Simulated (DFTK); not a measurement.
## HfC under changes of volume

One of the cells (12.568 Å³/atom); the others are scaled copies at fixed shape and fractional positions:

```
Hf C
1.0
     0.00000    2.32500    2.32500
     2.32500    0.00000    2.32500
     2.32500    2.32500    0.00000
Hf C
1 1
Cartesian
  2.3250 2.3250 2.3250
  0.0000 0.0000 0.0000
```

```yaml
Program: DFTK 0.8.2
Functional: RPBE
Potentials_or_basis: dojo.nc.sr.pbe.v0_5.stringent.upf (PBE)
Cutoff: 1796 eV
k_mesh: 6 × 6 × 6
Occupations: fermi-dirac, width 0.05 eV
Spin: no spin polarisation
```

| volume (Å³/atom) | energy over the lowest point (meV/atom) | pressure (GPa) |
| --- | --- | --- |
| 11.814 | 57.61 | 20.6 |
| 12.065 | 30.33 | 14.4 |
| 12.317 | 12.20 | 8.9 |
| 12.568 | 2.35 | 3.8 |
| 12.819 | 0.00 | -0.7 |
| 13.071 | 4.44 | -4.8 |
| 13.322 | ? | ? |

**Question.** What does the run at 13.322 Å³/atom give?

**Answer.** Energy over the lowest point 15.04 meV/atom; pressure -8.6 GPa.

Worked out: A Birch-Murnaghan fit of order 3 (a polynomial in V^(-2/3)) to the other rows has its minimum at 12.78 Å³/atom with B0 = V·E''(V) = 223 GPa and B' = 4.1. It gives 14.98 meV/atom at 13.322 Å³/atom, against the run's 15.04, and -dE/dV = -8.6 GPa, against -8.6.

Energies are extrapolated to zero smearing.

Caveats: all runs use coarse meshes; the potentials were made for another functional, which shifts forces and pressure.
